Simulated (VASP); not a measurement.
# BaZrO3: relaxation of cell and atoms with LDA

Crystal: BaZrO3.

```
Ba Zr O
1.0
     4.19134    0.00000    0.00000
     0.00000    4.19134    0.00000
     0.00000    0.00000    4.19134
Ba Zr O
1 1 3
Direct
  0.00000 0.00000 0.00000
  0.50000 0.50000 0.50000
  0.00000 0.50000 0.50000
  0.50000 0.00000 0.50000
  0.50000 0.50000 0.00000
```

```json
{
  "Program": "VASP 6.6.1",
  "Task": "relaxation of cell and atoms",
  "Functional": "LDA",
  "Potentials or basis": "VASP PAW LDA potentials, release 64 (Ba_sv, Zr_sv, O)",
  "Cutoff": "600 eV",
  "k mesh": "6 × 6 × 6",
  "Occupations": "gaussian, width 0.03 eV",
  "Spin": "no spin polarisation",
  "Further INCAR settings": "ALGO = Normal; EDIFF = 1e-06; IBRION = 2; EDIFFG = -0.01; NSW = 90; ISIF = 3"
}
```

```
Relaxed volume                         : 14.38 Å³/atom
Relaxed cell                           : a = 4.158 Å, b = 4.158 Å, c = 4.158 Å, α = 90.00°, β = 90.00°, γ = 90.00°
Space group after relaxing (to 0.05 Å) : Pm-3m (No. 221)
Energy gained by relaxing              : 4.5 meV/atom
Ionic steps                            : 3
Pressure after relaxing                : 0.0 GPa
Band gap on the k mesh                 : 3.12 eV, indirect (least direct gap 3.31 eV)
```

The path:
```tsv
step	energy change (eV)	largest force (eV/Å)	pressure (GPa)	volume (Å³)
1	0.0000	0.0000	-4.00	73.63
2	0.0125	0.0000	5.51	69.78
3	-0.0224	0.0000	-0.03	71.88
```

Final structure:
```cif
data_structure
_symmetry_space_group_name_H-M 'P 1'
_symmetry_Int_Tables_number 1
_cell_length_a 4.1579
_cell_length_b 4.1579
_cell_length_c 4.1579
_cell_angle_alpha 90.000
_cell_angle_beta 90.000
_cell_angle_gamma 90.000
_cell_volume 71.88
loop_
_atom_site_label
_atom_site_type_symbol
_atom_site_fract_x
_atom_site_fract_y
_atom_site_fract_z
_atom_site_occupancy
Ba1 Ba 0.00000 0.00000 0.00000 1
Zr1 Zr 0.50000 0.50000 0.50000 1
O1 O 0.00000 0.50000 0.50000 1
O2 O 0.50000 0.00000 0.50000 1
O3 O 0.50000 0.50000 0.00000 1
```

Levels at points of the mesh, in eV from the valence-band top:
| k point | band 18 | band 19 | band 20 | band 21 | band 22 | band 23 |
| --- | --- | --- | --- | --- | --- | --- |
| (0.00, 0.00, 0.00) | -0.19 | -0.19 | -0.19 | 3.12 | 3.12 | 3.12 |
| (0.50, 0.00, 0.00) | -1.80 | -0.41 | -0.41 | 3.60 | 5.81 | 5.81 |
| (0.50, 0.50, 0.00) | -0.93 | -0.72 | -0.08 | 5.78 | 5.78 | 6.53 |
| (0.50, 0.50, 0.50) | 0.00 | 0.00 | 0.00 | 6.01 | 6.01 | 6.01 |

It took 34 s on 2 MPI ranks on AMD EPYC 9R45 (Zen 5), with other jobs on the host, peak memory 0.18 GiB a rank.

Caveat: spin-orbit coupling is left out, which moves the levels of the heavy elements. Zero-point motion and thermal expansion aren't in these numbers.
